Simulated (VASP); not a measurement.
# InAs (Fm-3m) in VASP: further runs, part 2 of 2

VASP 6.6.1.

## 3. Single point, HSE06

Contents of POSCAR:

```
InAs
1.0
    0.0000000000      2.8773040000      2.8773040000
    2.8773040000      0.0000000000      2.8773040000
    2.8773040000      2.8773040000      0.0000000000
In As
1 1
Direct
    0.5000000000      0.5000000000      0.5000000000
    0.0000000000      0.0000000000      0.0000000000
```

Contents of INCAR.step1:

```
SYSTEM = InAs
PREC = Accurate
ENCUT = 600
EDIFF = 1E-5
ISMEAR = 0
SIGMA = 0.01
LREAL = .False.
LASPH = .True.
NELM = 100
ALGO = Normal
ISIF = 2
LWAVE = .True.
NBANDS = 17
NKRED = 1
GGA = PE
```

Contents of INCAR.step2:

```
SYSTEM = InAs
PREC = Accurate
ENCUT = 600
EDIFF = 1E-6
ISMEAR = 0
SIGMA = 0.01
LREAL = .False.
LASPH = .True.
NELM = 100
ALGO = Normal
ISIF = 2
LWAVE = .False.
LCHARG = .False.
GGA = PE
LHFCALC = .True.
HFSCREEN = 0.2
PRECFOCK = Fast
NBANDS = 17
NKRED = 1
ISTART = 1
```

Contents of KPOINTS:

```
Automatic mesh
0
Gamma
  6 6 6
  0 0 0
```

Potentials or basis: VASP PAW PBE potentials, release 64 (In_d, As).

The run is started by

```bash
cat potpaw_PBE.64/In_d/POTCAR potpaw_PBE.64/As/POTCAR > POTCAR
cp INCAR.step1 INCAR
mpirun -np 1 vasp_std > vasp.out
cp INCAR.step2 INCAR
mpirun -np 1 vasp_std > vasp.out
```

OUTCAR:

```text
SYSTEM = InAs
   PREC = Accurate
   ENCUT = 600
   EDIFF = 1E-6
   ISMEAR = 0
   LREAL = .False.
   LASPH = .True.
   NELM = 100
   ISIF = 2
   GGA = PE
   LHFCALC = .True.
   HFSCREEN = 0.2
   PRECFOCK = Fast
   NKRED = 1
   ISTART = 1

 Found     16 irreducible k-points:

 Following reciprocal coordinates:
            Coordinates               Weight
  0.000000  0.000000  0.000000      1.000000
  0.166667  0.000000  0.000000      8.000000
  0.333333  0.000000  0.000000      8.000000
  0.500000  0.000000  0.000000      4.000000
  0.166667  0.166667  0.000000      6.000000
  0.333333  0.166667  0.000000     24.000000
   k-points           NKPTS =     16   k-points in BZ     NKDIM =    216   number of bands    NBANDS=     17
   number of dos      NEDOS =    301   number of ions     NIONS =      2
   total plane-waves  NPLWV =  46656
   dimension x,y,z NGX =    36 NGY =   36 NGZ =   36
   dimension x,y,z NGXF=    72 NGYF=   72 NGZF=   72
   ions per type =               1   1
   NGX,Y,Z   is equivalent  to a cutoff of  14.71, 14.71, 14.71 a.u.
   NGXF,Y,Z  is equivalent  to a cutoff of  29.42, 29.42, 29.42 a.u.
 SYSTEM =  InAs
   PREC   = accura    normal or accurate (medium, high low for compatibility)
   ISTART =      1    job   : 0-new  1-cont  2-samecut
   ICHARG =      0    charge: 1-file 2-atom 10-const
   ISPIN  =      1    spin polarized calculation?
   LNONCOLLINEAR =      F non collinear calculations
   LSORBIT =      F    spin-orbit coupling
   LASPH  =      T    aspherical Exc in radial PAW
   ENCUT  =  600.0 eV  44.10 Ry    6.64 a.u.   8.13  8.13  8.13*2*pi/ulx,y,z
   NELM   =    100;   NELMIN=  2; NELMDL=  0     # of ELM steps
   EDIFF  = 0.1E-05   stopping-criterion for ELM
   LREAL  =      F    real-space projection
   EDIFFG = 0.1E-04   stopping-criterion for IOM
   NSW    =      0    number of steps for IOM
   IBRION =     -1    ionic relax: 0-MD 1-quasi-New 2-CG
   NFREE  =      0    steps in history (QN), initial steepest desc. (CG)
   ISIF   =      2    stress and relaxation
   ISYM   =      3    0-nonsym 1-usesym 2-fastsym
   POTIM  = 0.5000    time-step for ionic-motion
   TEBEG  =    0.0;   TEEND  =   0.0 temperature during run
   PSTRESS=    0.0 pullay stress
   NELECT =      18.0000    total number of electrons
   NUPDOWN=      -1.0000    fix difference up-down
   EMIN   =  10.00;   EMAX   =-10.00  energy-range for DOS
   EFERMI =   0.00;   METHOD = LEGACY
   ISMEAR =     0;   SIGMA  =   0.01  broadening in eV -4-tet -1-fermi 0-gaus
   EFERMI_NEDOS =   21; number of points for ismear=-14 and -15
   IALGO  =     38    algorithm
   IMIX   =      1    mixing-type and parameters
     AMIX     =   0.40;   BMIX     =  1.00
     AMIX_MAG =   1.60;   BMIX_MAG =  1.00
  volume/ion in A,a.u.               =      23.82       160.75
  Fermi-wavevector in a.u.,A,eV,Ry     =   1.183505  2.236499 19.057448  1.400683
  Thomas-Fermi vector in A             =   2.319738
   LORBIT       =      0    0 simple, 1 ext, 2 COOP (PROOUT), +10 PAW based schemes
   GGA     = PE    functional components
   LHFCALC =     T    Hartree Fock is set to
   PRECFOCK=fast      Normal, Fast or Accurate (Low or Medium for compatibility)
   ENCUT4O =  -1.0   cutoff for four orbital integrals eV
   NKREDX  =     1    reduce k-point grid by
   NKREDY  =     1    reduce k-point grid by
   NKREDZ  =     1    reduce k-point grid by
   AEXX    =    0.2500 exact exchange contribution
   HFSCREEN=    0.2000 screening length (either q_TF or 0.3 A-1)
   HFSCREENC=   0.2000 screening length for correlation (either q_TF or 0.3 A-1)
   ENCUTFOCK=  -1.0 apply spherical cutoff to Coloumb kernel
   IVDW    =     0    specifies the selected vdW correction
   LEPSILON=     F    determine dielectric tensor
   LRPA    =     F    only Hartree local field effects (RPA)
 non-spin polarized calculation
 Gauss-broadening in eV      SIGMA  =   0.01
  energy-cutoff  :      600.00
  volume of cell :       47.64
 maximum number of plane-waves:      1639
 NGX is ok and might be reduce to    36
  NGX = 18; NGY = 18; NGZ = 18

 number of electron      18.0000003 magnetization

 Free energy of the ion-electron system (eV)
  ---------------------------------------------------
  ext. energy  EPLUGINS =         0.00000000
  ---------------------------------------------------
  free energy    TOTEN  =        -8.69230945 eV

  energy without entropy =       -8.69209381  energy(sigma->0) =       -8.69220163

 E-fermi :   5.6624     XC(G=0):  -8.3713

 val. band max:        5.6131428635   @ k =  -0.3333   0.1667   0.0000
 cond. band min:       5.6705563177   @ k =   0.3333   0.0000   0.0000
 fundamental gap:      0.0574134541
 Fermi energy:         5.6624345584

 k-point     1 :       0.0000    0.0000    0.0000
  band No.  band energies     occupation
      1     -10.5754      2.00000
      2     -10.5754      2.00000
      3     -10.5488      2.00000
      4     -10.5488      2.00000
      5     -10.5488      2.00000
      6      -7.8246      2.00000
[... 9 lines left out ...]
     16      14.1367      0.00000
     17      15.1889      0.00000

 k-point     2 :       0.1667    0.0000    0.0000
  band No.  band energies     occupation
      1     -10.5872      2.00000
      2     -10.5872      2.00000
      3     -10.5493      2.00000
      4     -10.5369      2.00000
      5     -10.5369      2.00000
      6      -7.4941      2.00000
[... 9 lines left out ...]
     16      14.3515      0.00000
     17      17.7657      0.00000

 k-point     3 :       0.3333    0.0000    0.0000
  band No.  band energies     occupation
      1     -10.6141      2.00000
      2     -10.6141      2.00000
      3     -10.5523      2.00000
      4     -10.5096      2.00000
      5     -10.5096      2.00000
      6      -6.6201      2.00000
[... 9 lines left out ...]
     16      16.2425      0.00000
     17      21.6967      0.00000

 k-point     4 :       0.5000    0.0000    0.0000
  band No.  band energies     occupation
      1     -10.6277      2.00000
      2     -10.6277      2.00000
      3     -10.5545      2.00000
      4     -10.4955      2.00000
      5     -10.4955      2.00000
      6      -5.9515      2.00000
[... 9 lines left out ...]
     16      18.4390      0.00000
     17      19.5440      0.00000

 k-point     5 :       0.1667    0.1667    0.0000
  band No.  band energies     occupation
      1     -10.6196      2.00000
      2     -10.5675      2.00000
      3     -10.5577      2.00000
      4     -10.5311      2.00000
      5     -10.5311      2.00000
      6      -7.3672      2.00000
[... 9 lines left out ...]
     16      16.1970      0.00000
     17      17.0533      0.00000

 k-point     6 :       0.3333    0.1667    0.0000
  band No.  band energies     occupation
      1     -10.6646      2.00000
      2     -10.5796      2.00000
      3     -10.5582      2.00000
      4     -10.5161      2.00000
      5     -10.5055      2.00000
      6      -6.6307      2.00000
[... 9 lines left out ...]
     16      17.4126      0.00000
     17      20.0318      0.00000

 [... further k-points ...]

------------------------ aborting loop because EDIFF is reached ----------------------------------------

  FORCE on cell =-STRESS in cart. coord.  units (eV):
  Direction    XX          YY          ZZ          XY          YZ          ZX
  --------------------------------------------------------------------------------------
  -------------------------------------------------------------------------------------
  Total       -0.7581757     -0.7581757     -0.7581757      0.0000000     -0.0000000     -0.0000000
  in kB      -25.4972407    -25.4972407    -25.4972407      0.0000000     -0.0000000     -0.0000000
  external PRESSURE =     -25.4972407 kB  Pullay stress =       0.0000000 kB

 VOLUME and BASIS-vectors are now :
 -----------------------------------------------------------------------------
  energy-cutoff  :      600.00
  volume of cell :       47.64
      direct lattice vectors                 reciprocal lattice vectors
     0.000000000  2.877304000  2.877304000    -0.173773783  0.173773783  0.173773783
     2.877304000  0.000000000  2.877304000     0.173773783 -0.173773783  0.173773783
     2.877304000  2.877304000  0.000000000     0.173773783  0.173773783 -0.173773783

 POSITION                                       TOTAL-FORCE (eV/Angst)
 -----------------------------------------------------------------------------------
      2.87730      2.87730      2.87730        -0.000000     -0.000000     -0.000000
      0.00000      0.00000      0.00000         0.000000      0.000000      0.000000
 -----------------------------------------------------------------------------------
    total drift:                                0.000001      0.000001      0.000001

  FREE ENERGIE OF THE ION-ELECTRON SYSTEM (eV)
  ---------------------------------------------------
  free  energy   TOTEN  =        -8.6923094521 eV

  energy  without entropy=       -8.6920938074  energy(sigma->0) =       -8.69220163
```

It took 13 min on 1 thread of Intel Xeon 6975P-C (Granite Rapids), shared host; peak memory 0.32 GiB.

The run converged, but some of its settings lie outside the range that counts as converged, so its numbers aren't taken as properties of the crystal.

What came out:

```
Free energy            : -8.6923 eV
Pressure               : -2.5 GPa
Band gap on the k mesh : none (metal or under the smearing width)
```

Caveat: the PAW data sets were made with another functional, which shifts forces and pressure a little.
